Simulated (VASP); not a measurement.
InP: single point with revPBE+D3(BJ)

**What was measured.**

From a printed reference work, data compilation, for a bulk crystal of InP at 1.6 K: band gap 1.4236 eV (direct).

The system is InP.

```xyz
2
Lattice="0.0000 2.9362 2.9362 2.9362 0.0000 2.9362 2.9362 2.9362 0.0000" Properties=species:S:1:pos:R:3 pbc="T T T"
In    0.0000    0.0000    0.0000
P     4.4044    4.4044    4.4044
```

| Property | Result |
| --- | --- |
| Program | VASP 6.6.1 |
| Task | single point |
| Functional | revPBE |
| Dispersion | D3(BJ) |
| Potentials or basis | VASP PAW PBE potentials, release 64 (In_d, P) |
| Cutoff | 520 eV |
| k mesh | 8 × 8 × 8 |
| Occupations | fermi-dirac, width 0.05 eV |
| Spin | no spin polarisation |
| Dipole correction | no |
| Further INCAR settings | ALGO = Normal; EDIFF = 1e-06; NBANDS = 16 |

```yaml
Pressure: -0.1 GPa
Band_gap_on_the_k_mesh: 0.78 eV, direct
Dispersion_energy_per_atom: -0.585 eV
```

Levels at points of the mesh, in eV from the valence-band top:
| k point | band 7 | band 8 | band 9 | band 10 | band 11 | band 12 |
| --- | --- | --- | --- | --- | --- | --- |
| (0.00, 0.00, 0.00) | 0.00 | 0.00 | 0.00 | 0.78 | 4.12 | 4.12 |
| (0.50, 0.00, 0.00) | -5.66 | -0.96 | -0.96 | 1.56 | 4.84 | 4.84 |
| (0.50, 0.50, 0.00) | -5.69 | -2.29 | -2.29 | 1.86 | 2.33 | 9.29 |

Wall time 17 s on 1 thread of Intel(R) Xeon(R) Platinum 8259CL CPU @ 2.50GHz (Skylake/Cascade Lake), on a shared host, peak memory 0.19 GiB.

A measured gap of InP is 1.4236 eV (direct; 1.6 K; a printed reference work, data compilation); the calculated 0.78 eV misses it by -0.65 eV. Spin-orbit coupling on In is left out. The value is that of revPBE+D3(BJ), without temperature or zero-point motion. Semilocal functionals fall short of measured gaps as a rule.

Caveat: the PAW data sets were made with another functional, which shifts forces and pressure a little; spin-orbit coupling is left out, which moves the levels of the heavy elements.
